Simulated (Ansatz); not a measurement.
## BAs: band structure with r2SCAN-EpsX

Crystal: BAs.

```
As B
1.0
     0.00000    2.38850    2.38850
     2.38850    0.00000    2.38850
     2.38850    2.38850    0.00000
As B
1 1
Direct
  0.75000 0.75000 0.75000
  0.00000 0.00000 0.00000
```

```yaml
Program: Ansatz 0.2.0
Task: band structure
Functional: r2SCAN-EpsX
Potentials_or_basis: Ansatz PAW
Cutoff: "500 eV (not typed: the program's choice for these potentials)"
k_mesh: 6 × 6 × 6
Occupations: fermi-dirac, width 0.05 eV
Spin: no spin polarisation
Path: "[[\"G\", \"X\", \"W\", \"K\", \"G\", \"L\", \"U\", \"W\", \"L\", \"K\"], [\"U\", \"X\"]]"
Points_for_each_segment_of_the_path: 4
```

| Quantity | Value |
| --- | --- |
| Pressure | -0.3 GPa |
| Band gap on the k mesh | 1.99 eV, indirect (least direct gap 4.03 eV) |
| Band gap along the path | 1.90 eV, indirect (least direct gap 4.03 eV) |
| Share of exact exchange | 0.108 |

Levels at the corners of the path, in eV from the valence-band top:
| point | band 5 | band 6 | band 7 | band 8 | band 9 | band 10 | band 11 | band 12 | band 13 | band 14 |
| --- | --- | --- | --- | --- | --- | --- | --- | --- | --- | --- |
| Γ | -38.04 | -16.77 | 0.00 | 0.00 | 0.00 | 4.03 | 4.03 | 4.03 | 5.82 | 10.99 |
| X | -38.04 | -12.13 | -9.44 | -4.48 | -4.48 | 2.13 | 2.22 | 13.04 | 13.04 | 14.68 |
| W | -38.04 | -11.95 | -8.97 | -5.96 | -5.65 | 6.32 | 7.18 | 7.81 | 8.13 | 14.03 |
| K | -38.04 | -12.19 | -9.03 | -6.46 | -3.83 | 2.82 | 6.63 | 10.60 | 11.20 | 12.08 |
| Γ | -38.04 | -16.77 | 0.00 | 0.00 | 0.00 | 4.03 | 4.03 | 4.03 | 5.82 | 10.99 |
| L | -38.04 | -13.63 | -9.62 | -2.02 | -2.02 | 3.56 | 5.69 | 5.69 | 10.25 | 14.37 |
| U | -38.04 | -12.19 | -9.03 | -6.46 | -3.83 | 2.82 | 6.63 | 10.60 | 11.20 | 12.08 |
| W | -38.04 | -11.95 | -8.97 | -5.96 | -5.65 | 6.32 | 7.18 | 7.81 | 8.13 | 14.03 |
| L | -38.04 | -13.63 | -9.62 | -2.02 | -2.02 | 3.56 | 5.69 | 5.69 | 10.25 | 14.37 |
| K | -38.04 | -12.19 | -9.03 | -6.46 | -3.83 | 2.82 | 6.63 | 10.60 | 11.20 | 12.08 |
| U | -38.04 | -12.19 | -9.03 | -6.46 | -3.83 | 2.82 | 6.63 | 10.60 | 11.20 | 12.08 |
| X | -38.04 | -12.13 | -9.44 | -4.48 | -4.48 | 2.13 | 2.22 | 13.04 | 13.04 | 14.68 |

It took 2.3 min on 2 threads of Arm Neoverse V2, on a shared host, peak memory 1.2 GiB.

Caveat: the k mesh misses the band edges, so the gap on the mesh is wider than the one along the path; the PAW data sets come from PBE, with cores solved anew for the run's functional, which leaves a small shift of forces and pressure; the thresholds are loose for stress.
